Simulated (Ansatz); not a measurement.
ZnS:

```
Zn S
1.0
     0.00000    2.70200    2.70200
     2.70200    0.00000    2.70200
     2.70200    2.70200    0.00000
Zn S
1 1
Direct
  0.75000 0.75000 0.75000
  0.00000 0.00000 0.00000
```

| Item | Value |
| --- | --- |
| Program | Ansatz 0.2.0 |
| Task | relaxation of cell and atoms |
| Functional | BLYP |
| Potentials or basis | all-electron LAPW, scalar-relativistic |
| Basis error allowed | 0.001 eV/atom |
| k mesh | 9 × 9 × 9 |
| Occupations | fermi-dirac, width 0.05 eV |
| Spin | no spin polarisation |

At the start: volume 19.73 Å³/atom.

Problem. How do energy, volume and symmetry change on relaxing?

Solution. Over 5 steps the energy falls by 24.7 meV/atom and the volume is 21.28 Å³/atom (+7.9 %); space group F-43m (No. 216, to 0.05 Å).

The path:
```csv
step,energy change (eV),largest force (eV/Å),volume (Å³)
1,0.0000,0.0000,39.45
2,-0.0398,0.0000,41.14
3,-0.0493,0.0000,42.39
4,-0.0494,0.0000,42.56
5,-0.0494,0.0000,42.56
```

Final structure:
```
CELL_PARAMETERS angstrom
0.00000 2.77112 2.77112
2.77112 0.00000 2.77112
2.77112 2.77112 0.00000
ATOMIC_POSITIONS crystal
Zn 0.75000 0.75000 0.75000
S 0.00000 0.00000 0.00000
```
